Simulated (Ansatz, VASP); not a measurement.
# MgO: VASP beside Ansatz

```xyz
2
Lattice="2.9380 0.0000 0.0000 -1.4690 2.5444 0.0000 0.0000 0.0000 2.6797" Properties=species:S:1:pos:R:3 pbc="T T T"
Mg    0.0000   -0.2000   -0.1000
O     0.0000    1.6963    1.3398
```

Alike in both runs: task single point; functional PBEsol; k mesh 9 × 9 × 8; occupations gaussian, width 0.05 eV; no spin polarisation.

|  | VASP | Ansatz |
| --- | --- | --- |
| version | VASP 6.6.1 | Ansatz 0.2.0 |
| potentials or method | VASP PAW PBE potentials, release 64 (Mg, O) | scalar-relativistic, plane waves, PAW |
| plane-wave cutoff (eV) | 520 | 420 |
| valence electrons in the cell | 8 | 16 |

VASP gave:

* gap on the k mesh at the Fermi level (eV): 2.77
* least direct gap on the mesh (eV): 3.32
* pressure (GPa): -1.4
* largest component of the traceless stress (GPa): 2.48
* rms of the force components (eV/Å): 0.382

Estimate Ansatz's values.

gap on the k mesh at the Fermi level (eV): 2.77; least direct gap on the mesh (eV): 3.32; pressure (GPa): -1.0; largest component of the traceless stress (GPa): 2.46; rms of the force components (eV/Å): 0.378.

Atom by atom the forces differ by 0.004 eV/Å (rms over components). The two sets of potentials don't hold the same shells in valence.

Caveats: the PAW data sets were made with another functional, which shifts forces and pressure a little (VASP); an odd mesh through Γ misses points on the zone boundary, where band edges often lie.
